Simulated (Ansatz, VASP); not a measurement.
# One calculation of CoSi2, two programs

```xyz
3
Lattice="0.0000 2.6798 2.6798 2.6798 0.0000 2.6798 2.6798 2.6798 0.0000" Properties=species:S:1:pos:R:3 pbc="T T T"
Co    0.0000    0.0000    0.0000
Si    4.0197    4.0197    4.0197
Si    1.3399    1.3399    1.3399
```

Alike in both runs: functional PBE; k mesh 14 × 14 × 14; occupations gaussian, width 0.1 eV; no spin polarisation.

Ansatz relaxed the structure, and its values are those at the end. VASP's run is a single point on that final structure, the one shown.

|  | VASP | Ansatz |
| --- | --- | --- |
| version | VASP 6.6.1 | Ansatz 0.2.0 |
| potentials or method | VASP PAW PBE potentials, release 64 (Co, Si) | scalar-relativistic, plane waves, PAW |
| plane-wave cutoff (eV) | 520 | 420 |
| valence electrons in the cell | 17 | 25 |

```csv
,VASP,Ansatz,Ansatz less VASP
gap on the k mesh at the Fermi level (eV),none,none,-
pressure (GPa),-0.1,0.0,+0.14
```

A gap of «none» marks a metal or a gap that the smearing closes. With one functional, cell and mesh, what is left measures potentials, basis and numerics. The two sets of potentials don't hold the same shells in valence.

Spin polarisation is off, so any magnetic state and its effect on volume and gap are missing.
